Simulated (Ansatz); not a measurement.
This geometry of CH₃N₂O (7 atoms, charge -1, multiplicity 1) is a first-order saddle point.

Method: Ansatz 0.2.0, RKS r2SCAN-D4/def2-SVP.

```xyz
7
Properties=species:S:1:pos:R:3
N -0.764 1.058 -0.730
C -0.298 -0.030 -0.158
N 1.034 0.196 0.523
O -0.764 -1.198 -0.083
H -1.659 0.746 -1.141
H 0.855 -0.199 1.457
H 1.596 -0.573 0.133
```

Which two structures does it join? (They come from a converged band through this point; their orientation in space is the band's.)

No bond is made or broken. The dihedral N1–C2–N3–H7 goes from 146 to -28°. The two ends are copies of one structure, up to a mirror image or an exchange of like atoms.

Image 0:

```xyz
7
Properties=species:S:1:pos:R:3
N -0.852 1.014 -0.324
C -0.233 -0.156 -0.297
N 1.074 -0.091 0.349
O -0.562 -1.288 -0.739
H -1.717 0.828 -0.849
H 1.067 0.670 1.028
H 1.223 -0.977 0.832
```

Image 8:

```xyz
7
Properties=species:S:1:pos:R:3
N -0.961 0.953 -0.172
C -0.291 -0.189 -0.216
N 0.749 -0.274 0.804
O -0.406 -1.199 -0.958
H -1.681 0.847 -0.899
H 1.523 -0.808 0.410
H 1.066 0.669 1.031
```

How far does it lie above each of them?

0.36 eV above the first and 0.36 eV above the second. This is the barrier of this one path; another mechanism may lie lower. Limits of this set-up: an anion without diffuse functions, the dipole of an ion depends on the origin.

The run took 4.1 min on 1 thread of Arm Neoverse V1, on a shared host, peak memory 0.13 GiB.
